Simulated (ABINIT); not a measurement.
# C (Fd-3m) in ABINIT: settings compared, part 2 of 2

ABINIT 10.8.3 (patched build). The steps go on from the part before.

## (5) Equation of state, PBE+D2

run.abi reads:

```
# Datasets: one volume each
ndtset 7
getwfk -1
scalecart1 3*0.9795861087
scalecart2 3*0.9864848297
scalecart3 3*0.9932883884
scalecart4 3*1.0000000000
scalecart5 3*1.0066227096
scalecart6 3*1.0131594038
scalecart7 3*1.0196128224

# Pseudopotentials
pp_dirpath "./"
pseudos "C.GGA_PBE-JTH.xml"

# Structure
acell 3*1.0
rprim
     0.0000000000     3.3700808789     3.3700808789
     3.3700808789     0.0000000000     3.3700808789
     3.3700808789     3.3700808789     0.0000000000
ntypat 1
znucl 6
natom 2
typat 1 1
xred
     0.7500000000     0.7500000000     0.7500000000
     0.5000000000     0.5000000000     0.5000000000

# Plane-wave basis
ecut 19.0
pawecutdg 38.0
pawxcdev 0
pawovlp 30

# k points
kptopt 1
ngkpt 13 13 13
nshiftk 1
shiftk 0.0 0.0 0.0

# Exchange and correlation
ixc 11
vdw_xc 5

# Bands and occupations
nband 8
occopt 3
tsmear 0.00183747

# SCF cycle
nstep 100
tolvrs 1.0e-9

# Output
iomode 3
prtwf 1
prtden 0
prteig 0
prtebands 0
enunit 1
```

Potentials or basis: JTH PAW PBE v2.0.

Command:

```bash
> abinit run.abi > log 2>&1
```

run.abo:

```text
.Version 10.8.3 of ABINIT
 DATASET    1 : space group Fd -3 m (#227); Bravais cF (face-center cubic)
================================================================================
 Values of the parameters that define the memory need for DATASET  1.
     intxc =       0    ionmov =       0      iscf =      17    lmnmax =       8
     lnmax =       4     mgfft =      20  mpssoang =       2    mqgrid =    3001
     natom =       2  nloc_mem =       2    nspden =       1   nspinor =       1
    nsppol =       1      nsym =      48    n1xccc =       1    ntypat =       1
    occopt =       3   xclevel =       2
       mpw =         298          nfft =        8000          nkpt =          84
 PAW method is used; the additional fine FFT grid is defined by:
   mgfftf=        27    nfftf =     19683
================================================================================
================================================================================
[... 71 lines left out ...]
 DATASET    7 : space group Fd -3 m (#227); Bravais cF (face-center cubic)
================================================================================
 Values of the parameters that define the memory need for DATASET  7.
     intxc =       0    ionmov =       0      iscf =      17    lmnmax =       8
     lnmax =       4     mgfft =      20  mpssoang =       2    mqgrid =    3001
     natom =       2  nloc_mem =       2    nspden =       1   nspinor =       1
    nsppol =       1      nsym =      48    n1xccc =       1    ntypat =       1
    occopt =       3   xclevel =       2
       mpw =         328          nfft =        8000          nkpt =          84
 PAW method is used; the additional fine FFT grid is defined by:
   mgfftf=        30    nfftf =     27000
================================================================================
================================================================================

--------------------------------------------------------------------------------
------------- Echo of variables that govern the present computation ------------
--------------------------------------------------------------------------------
 -outvars: echo values of preprocessed input variables --------
            acell      1.0000000000E+00  1.0000000000E+00  1.0000000000E+00 Bohr
              amu      1.20110000E+01
             ecut      1.90000000E+01 Hartree
           enunit           1
           getwfk          -1
                       outvar_i_n : Printing only first  50 k-points.
              ixc          11
           jdtset        1    2    3    4    5    6    7
                       outvar_i_n : Printing only first  50 k-points.
         kptrlatt       13    0    0      0   13    0      0    0   13
          kptrlen1     6.06933755E+01
          kptrlen2     6.11208077E+01
          kptrlen3     6.15423438E+01
          kptrlen4     6.19581831E+01
          kptrlen5     6.23685142E+01
          kptrlen6     6.27735159E+01
          kptrlen7     6.31733579E+01
            natom           2
            nband           8
           ndtset           7
            ngfft          20      20      20
          ngfftdg1         27      27      27
          ngfftdg2         30      30      30
          ngfftdg3         30      30      30
          ngfftdg4         30      30      30
          ngfftdg5         30      30      30
          ngfftdg6         30      30      30
          ngfftdg7         30      30      30
             nkpt          84
            nstep         100
[... 44 lines left out ...]
           xangst4     2.6750549982E+00  2.6750549982E+00  2.6750549982E+00
                       1.7833699988E+00  1.7833699988E+00  1.7833699988E+00
           xangst5     2.6927711106E+00  2.6927711106E+00  2.6927711106E+00
                       1.7951807404E+00  1.7951807404E+00  1.7951807404E+00
           xangst6     2.7102571271E+00  2.7102571271E+00  2.7102571271E+00
                       1.8068380847E+00  1.8068380847E+00  1.8068380847E+00
           xangst7     2.7275203768E+00  2.7275203768E+00  2.7275203768E+00
                       1.8183469179E+00  1.8183469179E+00  1.8183469179E+00
            xcart1     4.9519266212E+00  4.9519266212E+00  4.9519266212E+00
                       3.3012844142E+00  3.3012844142E+00  3.3012844142E+00
            xcart2     4.9868004928E+00  4.9868004928E+00  4.9868004928E+00
                       3.3245336619E+00  3.3245336619E+00  3.3245336619E+00
            xcart3     5.0211933075E+00  5.0211933075E+00  5.0211933075E+00
                       3.3474622050E+00  3.3474622050E+00  3.3474622050E+00
            xcart4     5.0551213184E+00  5.0551213184E+00  5.0551213184E+00
                       3.3700808789E+00  3.3700808789E+00  3.3700808789E+00
            xcart5     5.0885999188E+00  5.0885999188E+00  5.0885999188E+00
                       3.3923999459E+00  3.3923999459E+00  3.3923999459E+00
            xcart6     5.1216437010E+00  5.1216437010E+00  5.1216437010E+00
                       3.4144291340E+00  3.4144291340E+00  3.4144291340E+00
            xcart7     5.1542665150E+00  5.1542665150E+00  5.1542665150E+00
                       3.4361776767E+00  3.4361776767E+00  3.4361776767E+00
             xred      7.5000000000E-01  7.5000000000E-01  7.5000000000E-01
                       5.0000000000E-01  5.0000000000E-01  5.0000000000E-01
            znucl        6.00000

================================================================================

 chkinp: Checking input parameters for consistency, jdtset=   1.

 chkinp: Checking input parameters for consistency, jdtset=   2.
[... 40 lines left out ...]
 getcut: wavevector=  0.0000  0.0000  0.0000  ngfft=  27  27  27
         ecut(hartree)=     38.000   => boxcut(ratio)=   2.00983

--- Pseudopotential description ------------------------------------------------
- pspini: atom type   1  psp file is ./C.GGA_PBE-JTH.xml
 Pseudopotential format is: paw10
 basis_size (lnmax)=  4 (lmn_size=  8), orbitals=   0   0   1   1
 Spheres core radius: rc_sph= 1.50736703
 Shapefunction is SIN type: shapef(r)=[sin(pi*r/rshp)/(pi*r/rshp)]**2
 Radius for shape functions =  1.30052589
 Compensation charge density is not taken into account in XC energy/potential

   6.99883411E+01                                ecore*ucvol(ha*bohr**3)
--------------------------------------------------------------------------------

================================================================================

--- !BeginCycle
iteration_state: {dtset: 1, }
solver: {iscf: 17, nstep: 100, nline: 4, wfoptalg: 10, }
tolerances: {tolvrs: 1.00E-09, }
...
[... 1242 lines left out ...]
-Cartesian components of stress tensor (GPa)         [Pressure= -2.4784E+01 GPa]
- sigma(1 1)=  2.47844416E+01  sigma(3 2)=  0.00000000E+00
- sigma(2 2)=  2.47844416E+01  sigma(3 1)=  0.00000000E+00
- sigma(3 3)=  2.47844416E+01  sigma(2 1)=  0.00000000E+00

== END DATASET(S) ==============================================================
================================================================================

 -outvars: echo values of variables after computation  --------
            acell      1.0000000000E+00  1.0000000000E+00  1.0000000000E+00 Bohr
           etotal1    -1.1498375216E+01
           etotal2    -1.1499644440E+01
           etotal3    -1.1500326865E+01
           etotal4    -1.1500473945E+01
           etotal5    -1.1500156099E+01
           etotal6    -1.1499463599E+01
           etotal7    -1.1498397301E+01
            fcart1    -9.1759009404E-29 -7.1368118425E-29  1.5293168234E-28
                       9.1759009404E-29  7.1368118425E-29 -1.5293168234E-28
            fcart2     3.2397268273E-28 -9.7191804818E-28  2.2678087791E-27
                      -3.2397268273E-28  9.7191804818E-28 -2.2678087791E-27
            fcart3     8.0438405522E-29 -1.3674528939E-27  8.0438405522E-29
                      -8.0438405522E-29  1.3674528939E-27 -8.0438405522E-29
            fcart4    -2.0773618889E-27 -1.5979706837E-28  1.1185794786E-27
                       2.0773618889E-27  1.5979706837E-28 -1.1185794786E-27
            fcart5    -2.7185208220E-27  1.4485548905E-27  1.3890252375E-28
                       2.7185208220E-27 -1.4485548905E-27 -1.3890252375E-28
[... 38 lines left out ...]
                       0.0000000000E+00  0.0000000000E+00  0.0000000000E+00
           xangst1     2.6204467163E+00  2.6204467163E+00  2.6204467163E+00
                       1.7469644775E+00  1.7469644775E+00  1.7469644775E+00
           xangst2     2.6389011743E+00  2.6389011743E+00  2.6389011743E+00
                       1.7592674496E+00  1.7592674496E+00  1.7592674496E+00
           xangst3     2.6571010680E+00  2.6571010680E+00  2.6571010680E+00
                       1.7714007120E+00  1.7714007120E+00  1.7714007120E+00
           xangst4     2.6750549982E+00  2.6750549982E+00  2.6750549982E+00
                       1.7833699988E+00  1.7833699988E+00  1.7833699988E+00
           xangst5     2.6927711106E+00  2.6927711106E+00  2.6927711106E+00
                       1.7951807404E+00  1.7951807404E+00  1.7951807404E+00
           xangst6     2.7102571271E+00  2.7102571271E+00  2.7102571271E+00
                       1.8068380847E+00  1.8068380847E+00  1.8068380847E+00
           xangst7     2.7275203768E+00  2.7275203768E+00  2.7275203768E+00
                       1.8183469179E+00  1.8183469179E+00  1.8183469179E+00
             xred      7.5000000000E-01  7.5000000000E-01  7.5000000000E-01
                       5.0000000000E-01  5.0000000000E-01  5.0000000000E-01
 Calculation completed.
```

It took 28 s on 1 thread of Arm Neoverse V2, shared host; peak memory 0.11 GiB.

Results:

* Equilibrium volume: 5.65 Å³/atom
* Bulk modulus: 449 GPa
* Pressure derivative of the bulk modulus: 5.7

Energy against volume, from the lowest point:
| volume (Å³/atom) | energy (meV/atom) |
| --- | --- |
| 5.332 | 28.55 |
| 5.445 | 11.29 |
| 5.558 | 2.00 |
| 5.672 | 0.00 |
| 5.785 | 4.32 |
| 5.899 | 13.75 |
| 6.012 | 28.25 |

Caveat: pressures at fixed basis lie under the slope of the energies; the atomic spheres overlap.

## (6) Summary

```csv
level,V0 of scaled cells (Å³/atom),B0 (GPa)
PBE,5.69,435
PBE+D3,5.65,444
PBE+D3(BJ),5.62,455
PBE+D2,5.65,449
```

Alike in all rows: task equation of state; potentials or basis JTH PAW PBE v2.0; no spin polarisation; cell as given; k mesh 13 × 13 × 13; cutoff (eV) 517; smearing fermi-dirac 0.05 eV.

Caveats: pressures at fixed basis lie under the slope of the energies; the atomic spheres overlap.

Total energies depend on the potentials used, so only differences within one code and one set of settings carry meaning.

## (7) Comparison with measurements

Step 2. Measured bulk modulus of C: 444.8 GPa (quoted in “Equation of state of cubic boron nitride at high pressures and temperatures”, 2007, arxiv:cond-mat/0702656). This calculation gives 435 GPa (-2.2 %). 3 values of this kind are on record (442 to 444.8 GPa); this one was drawn at random among those near their median, those with a stated uncertainty first. The fit is for a static lattice scaled at fixed shape and fixed fractional positions. The cell as given is a measured one (5.67 Å³/atom); PBE puts the equilibrium volume +0.3 % from it, thermal expansion not counted.

Step 3. A measured bulk modulus of C is 442 GPa (quoted in “Equation of state of cubic boron nitride at high pressures and temperatures”, 2007, arxiv:cond-mat/0702656); the calculated 444 GPa misses it by +0.5 %. 3 values of this kind are on record (442 to 444.8 GPa); this one was drawn at random among those near their median, those with a stated uncertainty first. The fit is for a static lattice scaled at fixed shape and fixed fractional positions. The cell as given is a measured one (5.67 Å³/atom); PBE+D3 puts the equilibrium volume -0.4 % from it, thermal expansion not counted.

Step 4. Against the measured bulk modulus of C, 442 GPa (quoted in “Equation of state of cubic boron nitride at high pressures and temperatures”, 2007, arxiv:cond-mat/0702656), the calculated 455 GPa is off by +3.0 %. 3 values of this kind are on record (442 to 444.8 GPa); this one was drawn at random among those near their median, those with a stated uncertainty first. The fit is for a static lattice scaled at fixed shape and fixed fractional positions. The cell as given is a measured one (5.67 Å³/atom); PBE+D3(BJ) puts the equilibrium volume -0.9 % from it, thermal expansion not counted.

Step 5. A measured bulk modulus of C is 444.8 GPa (quoted in “Equation of state of cubic boron nitride at high pressures and temperatures”, 2007, arxiv:cond-mat/0702656); the calculated 449 GPa misses it by +1.0 %. 3 values of this kind are on record (442 to 444.8 GPa); this one was drawn at random among those near their median, those with a stated uncertainty first. The fit is for a static lattice scaled at fixed shape and fixed fractional positions. The cell as given is a measured one (5.67 Å³/atom); PBE+D2 puts the equilibrium volume -0.4 % from it, thermal expansion not counted.
